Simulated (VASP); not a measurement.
A run of VASP 6.6.1 is set up as follows.

The input INCAR:

```
PREC = Accurate
ENCUT = 600
EDIFF = 1E-7
ISMEAR = 0
SIGMA = 0.03
LREAL = F
LASPH = T
NELM = 80
ALGO = Normal
ISIF = 3
LWAVE = F
LCHARG = F
GGA = AM
IBRION = 2
NSW = 90
EDIFFG = -0.005
```

File KPOINTS:

```
regular mesh
0
Gamma
  12 12 6
```

POSCAR

```
Si                                      
1.0
    2.6588145533      0.0000000000      0.0000000000
   -1.3294072766      2.3026009471     -0.0000000000
   -0.0000000000      0.0000000000      4.4710368036
  Si            
     2
Direct
     0.3333333300000021    0.6666666699999979    0.2500000000000000
     0.6666666699999979    0.3333333300000021    0.7500000000000000
```

Potentials or basis: VASP PAW PBE potentials, release 64 (Si).

The run is started by

```bash
$ cat potpaw_PBE.64/Si/POTCAR > POTCAR
$ mpirun -np 1 vasp_std > vasp.out
```

Q: What does it give for the space group after relaxing (to 0.05 Å)?

A: P6_3/mmc (No. 194).

Q: Predict the relaxed volume.

A: 13.68 Å³/atom.

Final structure:
```xyz
2
Lattice="2.6587 0.0000 0.0000 -1.3294 2.3025 0.0000 0.0000 0.0000 4.4698" Properties=species:S:1:pos:R:3 pbc="T T T"
Si    0.0000    1.5350    1.1174
Si    1.3294    0.7675    3.3523
```

Caveat: the PAW data sets were made with another functional, which shifts forces and pressure a little.
